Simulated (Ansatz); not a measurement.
Crystal: SnO.

```
Sn O
1.0
     3.35500    0.00000    0.00000
     0.00000    5.67410    0.00000
     0.00000    0.00000    4.22197
Sn O
2 2
Cartesian
  1.6775 4.3582 0.0555
  0.0000 1.3159 2.1665
  1.6775 0.6171 1.0000
  0.0000 5.0570 3.1110
```

The cell comes from a database or a generator and needn't be the stable form of this composition.

Base run:

```yaml
Program: Ansatz 0.2.0
Functional: r2SCAN0
Potentials_or_basis: Ansatz PAW
Cutoff: "500 eV (not typed: the program's choice for these potentials)"
k_mesh: 5 × 3 × 4
Occupations: fermi-dirac, width 0.05 eV
Spin: no spin polarisation
```

Its results: band gap on the k mesh 3.24 eV, indirect (least direct gap 3.84 eV); pressure -5.2 GPa; largest force 1.073 eV/Å.

Q: After a change of settings the same cell gave: band gap on the k mesh 1.92 eV, indirect (least direct gap 2.51 eV); pressure -3.0 GPa; largest force 0.640 eV/Å. Which change was it?
A. functional from r2SCAN0 to PBE0; cutoff from 500 eV (not typed: the program's choice for these potentials) to 420 eV (not typed: the program's choice for these potentials)
B. functional from r2SCAN0 to HSE06; cutoff from 500 eV (not typed: the program's choice for these potentials) to 420 eV (not typed: the program's choice for these potentials)
C. functional from r2SCAN0 to r2SCAN
D. functional from r2SCAN0 to PBEsol; cutoff from 500 eV (not typed: the program's choice for these potentials) to 420 eV (not typed: the program's choice for these potentials)

A: C.

r2SCAN0 gives the wider gap, since exact exchange removes part of the self-interaction.

Caveats: odd divisions of the mesh miss points on the zone boundary, where band edges often lie, so the gap on the mesh can be too wide; spin-orbit coupling is left out, which moves the levels of the heavy elements; the PAW data sets come from PBE, with cores solved anew for the run's functional, which leaves a small shift of forces and pressure; the density of states is complete only up to the lowest level of the last band computed; forces of over 1 eV/Å show positions far from the minimum, so gaps and moduli don't describe the material at rest (some runs); the thresholds are loose for stress (some runs).
